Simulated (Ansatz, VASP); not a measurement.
**Two plane-wave programs on NaCl**

```xyz
2
Lattice="2.9984 0.0000 0.0000 0.0000 2.9984 0.0000 0.0000 0.0000 2.9984" Properties=species:S:1:pos:R:3 pbc="T T T"
Na    0.0000    0.0000    0.0000
Cl    1.4992    1.4992    1.4992
```

Measurements of this composition are mostly on another form, of space group No. 225.

Alike in both runs: functional PBEsol; k mesh 6 × 6 × 6; occupations gaussian, width 0.02 eV; no spin polarisation.

Ansatz relaxed the structure, and its values are those at the end. VASP's run is a single point on that final structure, the one shown.

```csv
,VASP,Ansatz
version,VASP 6.6.1,Ansatz 0.2.0
potentials or method,"VASP PAW PBE potentials, release 64 (Na_pv, Cl)","scalar-relativistic, plane waves, PAW"
plane-wave cutoff (eV),520,420
valence electrons in the cell,14,16
```

|  | VASP | Ansatz | Ansatz less VASP |
| --- | --- | --- | --- |
| gap on the k mesh at the Fermi level (eV) | 4.70 | 4.66 | -0.042 |
| least direct gap on the mesh (eV) | 4.70 | 4.66 | -0.042 |

With one functional, cell and mesh, what is left measures potentials, basis and numerics. The two sets of potentials don't hold the same shells in valence.

 A k mesh can miss the band edges.
